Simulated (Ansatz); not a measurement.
# HSE06 against PBE: Kohn-Sham gap in amorphous SiO2

Calculated with Ansatz 0.2.0: Kohn-Sham DFT, HSE06, PAW (set soft_2), plane waves; cutoff 420 eV, Γ point, fermi-dirac smearing of 0.025 eV. The atoms of each member were relaxed first with PBE on the 1×1×1 mesh. First member, as built: 96 atoms (32 Si, 64 O) placed at random at 1.9 g/cm³, melted at 5000 K for 10 ps at fixed volume with the Vashishta potential (Vashishta, Kalia, Rino and Ebbsjo, Phys. Rev. B 41, 12197 (1990)). Quenched from 5000 K to 300 K at 50 K/ps and fixed volume, held 5 ps, then minimised at fixed cell. Last member, as built: 96 atoms (32 Si, 64 O) placed at random at 2.8 g/cm³, melted at 5000 K for 10 ps at fixed volume with the Vashishta potential (Vashishta, Kalia, Rino and Ebbsjo, Phys. Rev. B 41, 12197 (1990)). Quenched from 5000 K to 300 K at 50 K/ps and fixed volume, held 5 ps, then minimised at fixed cell. Each member is solved with PBE and with HSE06 on the same k-mesh and geometry; rows are sorted by gap, not by place in the series. The gap is that between the highest filled and the lowest empty Kohn-Sham level on the run's k-points.

| gap with PBE (eV) | gap with HSE06 (eV) | density (g/cm³) | formula |
| --- | --- | --- | --- |
| 1.657 | 3.336 | 2.2 | Si32O64 |
| 2.295 | ? | ? | ? |
| 2.780 | 4.412 | 2.1 | Si32O64 |
| 3.583 | 5.337 | 2.8 | Si32O64 |
| 3.891 | 5.701 | 2.3 | Si32O64 |
| 4.271 | 6.147 | 2.6 | Si32O64 |
| 4.617 | 6.342 | 1.9 | Si32O64 |
| 5.239 | 7.085 | 2.45 | Si32O64 |

Task: Fit a straight line to the rows given and interpolate to the withheld row.

**Working.**

Take u as the gap with PBE and v as that with HSE06.

```
u (eV)  v (eV)
1.6574  3.3357
2.7802  4.4123
3.5832  5.3366
3.8911  5.7011
4.2706   6.147
4.6173   6.342
5.2395  7.0847
```

With n = 7: mean u = 3.71990, mean v = 5.47991, Σ(u − ū)² = 8.6027, Σ(u − ū)(v − v̄) = 9.0628. Slope b = 9.0628 / 8.6027 = 1.0535; intercept a = v̄ − b ū = 1.5611.

At u = 2.295, v = a + b u.

Prediction at 2.295: 3.979 eV. The run gave 3.890 eV, so the fit is high by 0.088 eV (2.3 % of the value).

The slope is 1.05; over all rows the hybrid's shift lies between 1.60 and 1.88 eV. Among the rows given, the largest miss of the fit is at 4.271, by 0.087 eV (2.3 % of the range of the table).

Limits: One quenched sample a member. The mesh needn't hold the band edges. In these disordered cells defect or tail levels can set the gap, so it needn't be a band gap.

[Logs are printed without paths, hosts, clocks, repeated set-up lines and the standing remarks that a program may print on its own settings, such as how far it seeks lower states.]

[Hosts, paths, dates, database ids (printed as entryN), source tags and the programs' standing remarks are cut or masked in the printed files.]
